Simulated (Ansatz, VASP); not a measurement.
**Cross-check of AlN between VASP and Ansatz**

One calculation is typed for both programs; each brings its own data sets and cutoff. How far apart do they land?

Program: Ansatz 0.2.0. Level of theory: plane waves, with VASP 6.6.1 beside it; band structure at HSEsol. Results are calculated unless marked as measured.

### 1. The starting structure

It takes space group P6_3mc (No. 186, hexagonal). The conventional cell has a = 3.110 Å, b = 3.110 Å, c = 4.980 Å, α = 90.00°, β = 90.00°, γ = 120.00°. Nearest to Al lie 4 N at 1.89 to 1.90 Å. Nearest to N lie 4 Al at 1.89 to 1.90 Å. Farther neighbours and most contacts between anions are not listed.

### 2. VASP: band structure, HSEsol

Levels along a path test the potential and the projectors away from the mesh points.

Lines of VASP's logs that name or quote its potential files are left out, and so is its time.

The run reads the wave functions of an earlier VASP run, which isn't shown here.

File INCAR:

```
SYSTEM = AlN
PREC = Accurate
ENCUT = 520
EDIFF = 1E-06
NELM = 100
ISMEAR = 0
SIGMA = 0.02
LREAL = .FALSE.
ALGO = Normal
LHFCALC = .TRUE.
AEXX = 0.25
GGA = PS
HFSCREEN = 0.2
LASPH = .TRUE.
NBANDS = 14
PRECFOCK = Fast
LORBIT = 11
LWAVE = .FALSE.
LCHARG = .FALSE.
KPAR = 8
```

File POSCAR:

```
AlN
1.0
    3.1100000000      0.0000000000      0.0000000000
   -1.5550000000      2.6933390058      0.0000000000
    0.0000000000      0.0000000000      4.9800000000
Al N
2 2
Direct
    0.6666666667      0.3333333333      0.0000000000
    0.3333333333      0.6666666667      0.5000000000
    0.6666666667      0.3333333333      0.3820000000
    0.3333333333      0.6666666667      0.8820000000
```

File KPOINTS:

```
Automatic mesh
0
Gamma
5 5 3
0 0 0
```

File KPOINTS_OPT:

```
Line mode
6
Line-mode
Reciprocal
  0.00000000   0.00000000   0.00000000 GAMMA
  0.50000000   0.00000000   0.00000000 M

  0.50000000   0.00000000   0.00000000 M
  0.33333333   0.33333333   0.00000000 K

  0.33333333   0.33333333   0.00000000 K
  0.00000000   0.00000000   0.00000000 GAMMA

  0.00000000   0.00000000   0.00000000 GAMMA
  0.00000000   0.00000000   0.50000000 A

  0.00000000   0.00000000   0.50000000 A
  0.50000000   0.00000000   0.50000000 L

  0.50000000   0.00000000   0.50000000 L
  0.33333333   0.33333333   0.50000000 H

  0.33333333   0.33333333   0.50000000 H
  0.00000000   0.00000000   0.50000000 A

  0.50000000   0.00000000   0.50000000 L
  0.50000000   0.00000000   0.00000000 M

  0.33333333   0.33333333   0.00000000 K
  0.33333333   0.33333333   0.50000000 H
```

PAW data sets: Al and N (PBE family, release 64).

Started as:

```console
mpirun -np 8 vasp_std
```

Numbers of over 12 decimals in the logs are rounded to 6 here.

Log:

```text
[banner, memory and clock lines left out]
running    8 mpi-ranks, on    1 nodes
 distrk:  each k-point on    1 cores,    8 groups
 distr:  one band on    1 cores,    1 groups

 POSCAR found type information on POSCAR AlN
 POSCAR found :  2 types and       4 ions
|                                                                             |
|           W    W    AA    RRRRR   N    N  II  N    N   GGGG   !!!           |
|           W    W   A  A   R    R  NN   N  II  NN   N  G    G  !!!           |
|           W    W  A    A  R    R  N N  N  II  N N  N  G       !!!           |
|           W WW W  AAAAAA  RRRRR   N  N N  II  N  N N  G  GGG   !            |
|           WW  WW  A    A  R   R   N   NN  II  N   NN  G    G                |
|           W    W  A    A  R    R  N    N  II  N    N   GGGG   !!!           |
|                                                                             |
|     For optimal performance we recommend to set                             |
|       NCORE = 2 up to number-of-cores-per-socket                            |
|     NCORE specifies how many cores store one orbital (NPAR=cpu/NCORE).      |
|     This setting can greatly improve the performance of VASP for DFT.       |
|     The default, NCORE=1 might be grossly inefficient on modern             |
|     multi-core architectures or massively parallel machines. Do your        |
|     Unfortunately you need to use the default for GW and RPA                |
|     calculations (for HF NCORE is supported but not extensively tested      |
|     yet).                                                                   |
|                                                                             |

|                                                                             |
|               ----> ADVICE to this user running VASP <----                  |
|                                                                             |
|     You enforced a specific xc type in the INCAR file but a different       |
|     [... a line on the potential file left out ...]
|     I HOPE YOU KNOW WHAT YOU ARE DOING!                                     |
|                                                                             |

 LDA part: xc-table for (Slater+PW92), standard interpolation
 found WAVECAR, reading the header
 POSCAR, INCAR and KPOINTS ok, starting setup
 FFT: planning ... GRIDC
 FFT: planning ... GRID_SOFT
 FFT: planning ... GRID
 reading WAVECAR
 the WAVECAR file was read successfully
 initial charge from wavefunction
 entering main loop
       N       E                     dE             d eps       ncg     rms          rms(c)
DAV:   1    -0.360462118393E+02   -0.36046E+02   -0.97072E-01   406   0.681E+00    0.122E+01
DAV:   2    -0.360484755484E+02   -0.22637E-02   -0.15109E-02   372   0.967E-01    0.805E+00
DAV:   3    -0.360478746697E+02    0.60088E-03   -0.19950E-03   352   0.365E-01    0.484E+00
DAV:   4    -0.360475356169E+02    0.33905E-03   -0.86270E-05   366   0.869E-02    0.283E+00
DAV:   5    -0.360474029607E+02    0.13266E-03   -0.55104E-05   370   0.500E-02    0.163E+00
DAV:   6    -0.360473652582E+02    0.37702E-04   -0.13659E-05   364   0.254E-02    0.938E-01
DAV:   7    -0.360473521557E+02    0.13103E-04   -0.23524E-06   310   0.137E-02    0.550E-01
DAV:   8    -0.360473479040E+02    0.42516E-05   -0.14474E-06   242   0.109E-02    0.319E-01
DAV:   9    -0.360473466409E+02    0.12631E-05   -0.59168E-07   248   0.686E-03    0.180E-01
DAV:  10    -0.360473463623E+02    0.27858E-06   -0.16699E-07   242   0.376E-03
   1 F= -.36047346E+02 E0= -.36047346E+02  d E =-.581210E-18
 Start KPOINTS_OPT (optional k-point list driver)
k-point batch [1-10\54]
       N       E                     dE             ncg
DAV:   1     0.730955807346E+03   -0.38203E+04      280
DAV:   2    -0.170087007248E+02   -0.74796E+03      356
DAV:   3    -0.831928015748E+02   -0.66184E+02      364
DAV:   4    -0.842620524088E+02   -0.10693E+01      370
DAV:   5    -0.842738301444E+02   -0.11778E-01      396
DAV:   6    -0.842740380932E+02   -0.20795E-03      370
DAV:   7    -0.842740425346E+02   -0.44414E-05      308
DAV:   8    -0.842740426690E+02   -0.13433E-06      266
[...]
k-point batch [51-54\54]
       N       E                     dE             ncg
DAV:   1     0.418431080600E+04   -0.25761E+04      112
DAV:   2     0.394291257059E+04   -0.24140E+03      144
DAV:   3     0.392310217922E+04   -0.19810E+02      148
DAV:   4     0.392275239586E+04   -0.34978E+00      160
DAV:   5     0.392274850406E+04   -0.38918E-02      154
DAV:   6     0.392274843763E+04   -0.66435E-04      150
DAV:   7     0.392274843603E+04   -0.15918E-05      128
DAV:   8     0.392274843599E+04   -0.47276E-07      104
```

From OUTCAR (step 2):

```text
ion  position               nearest neighbor table
   1  0.667  0.333  0.000-   4 1.89   4 1.89   4 1.89   3 1.90   2 3.07   2 3.07   2 3.07   2 3.07
                             2 3.07   2 3.07
   2  0.333  0.667  0.500-   3 1.89   3 1.89   3 1.89   4 1.90   1 3.07   1 3.07   1 3.07   1 3.07
                             1 3.07   1 3.07
   3  0.667  0.333  0.382-   2 1.89   2 1.89   2 1.89   1 1.90
   4  0.333  0.667  0.882-   1 1.89   1 1.89   1 1.89   2 1.90

  LATTYP: Found a hexagonal cell.
 ALAT       =     3.1100000000
 C/A-ratio  =     1.6012861736

 Subroutine GETGRP returns: Found 12 space group operations
 (whereof  6 operations were pure point group operations)

The static configuration has the point symmetry C_3v.
 The point group associated with its full space group is C_6v.

 Found     10 irreducible k-points:

   k-points           NKPTS =     10   k-points in BZ     NKDIM =     75   number of bands    NBANDS=     14

   dimension x,y,z NGX =    24 NGY =   24 NGZ =   40
   dimension x,y,z NGXF=    48 NGYF=   48 NGZF=   80

   ENCUT  =  520.0 eV  38.22 Ry    6.18 a.u.   5.78  5.78  9.26*2*pi/ulx,y,z

   NELECT =      16.0000    total number of electrons

 k-points in reciprocal lattice and weights: Automatic mesh
   0.00000000  0.00000000  0.00000000       0.013
   0.20000000 -0.00000000  0.00000000       0.080
   0.40000000 -0.00000000  0.00000000       0.080
   0.20000000  0.20000000  0.00000000       0.080
   0.40000000  0.20000000  0.00000000       0.080
   0.00000000  0.00000000  0.33333333       0.027
   0.20000000 -0.00000000  0.33333333       0.160
   0.40000000 -0.00000000  0.33333333       0.160
   0.20000000  0.20000000  0.33333333       0.160
   0.40000000  0.20000000  0.33333333       0.160

  exchange ACFDT corr.  =         0.00000000  see jH, gK, PRB 81, 115126

 average (electrostatic) potential at core
       1 -67.4821       2 -67.4821       3 -54.8833       4 -54.8833

 E-fermi :   5.3076

 k-point     1 :       0.0000    0.0000    0.0000
  band No.  band energies     occupation
    ...
      4       4.2220      2.00000
      5       4.2220      2.00000
      6       4.9480      2.00000
      7       4.9480      2.00000
      8       5.1924      2.00000
      9      10.7320      0.00000
     10      13.2836      0.00000
     11      17.6118      0.00000
     12      17.9031      0.00000
     13      17.9031      0.00000
    ...

 k-point     2 :       0.2000   -0.0000    0.0000
  band No.  band energies     occupation
    ...
      4       2.1881      2.00000
      5       3.1559      2.00000
      6       3.6523      2.00000
      7       4.8082      2.00000
      8       4.9035      2.00000
      9      12.4036      0.00000
     10      14.4812      0.00000
     11      15.4073      0.00000
     12      16.5284      0.00000
     13      18.7637      0.00000
    ...

 k-point     3 :       0.4000   -0.0000    0.0000
  band No.  band energies     occupation
    ...
      4       0.9083      2.00000
      5       1.0316      2.00000
      6       2.9696      2.00000
      7       3.7642      2.00000
      8       4.4728      2.00000
      9      12.4932      0.00000
     10      12.6455      0.00000
     11      14.8106      0.00000
     12      17.1726      0.00000
     13      17.8184      0.00000
    ...

  energy-cutoff  :      520.00
  volume of cell :       41.71
      direct lattice vectors                 reciprocal lattice vectors
     3.110000000  0.000000000  0.000000000     0.321543408  0.185643173  0.000000000
    -1.555000000  2.693339006  0.000000000     0.000000000  0.371286347  0.000000000
     0.000000000  0.000000000  4.980000000     0.000000000  0.000000000  0.200803213

 POSITION                                       TOTAL-FORCE (eV/Angst)
 -----------------------------------------------------------------------------------
      1.55500      0.89778      0.00000         0.000000      0.000000      0.007884
     -0.00000      1.79556      2.49000         0.000000      0.000000      0.007884
      1.55500      0.89778      1.90236        -0.000000      0.000000     -0.007884
     -0.00000      1.79556      4.39236         0.000000     -0.000000     -0.007884
 -----------------------------------------------------------------------------------
    total drift:                                0.000000      0.000000      0.000234

  FREE ENERGIE OF THE ION-ELECTRON SYSTEM (eV)
  ---------------------------------------------------
  free  energy   TOTEN  =       -36.0473463623 eV

  energy  without entropy=      -36.0473463623  energy(sigma->0) =      -36.04734636

 total charge
# of ion       s       p       d       tot
------------------------------------------
    1        0.419   0.457   0.000   0.876
    2        0.419   0.457   0.000   0.876
    3        1.218   2.647   0.000   3.865
    4        1.218   2.647   0.000   3.865
--------------------------------------------------
tot          3.275   6.208   0.000   9.483

[... 3 further parts left out ...]
```

(Part 1 of 2 ends here.)

[Lines on the potential files, build, host, timing and source positions are cut from VASP's logs without a mark.]

[Logs are printed without paths, hosts, clocks, repeated set-up lines and the standing remarks that a program may print on its own settings, such as how far it seeks lower states.]

[Hosts, paths, dates, database ids (printed as entryN), source tags and the programs' standing remarks are cut or masked in the printed files.]
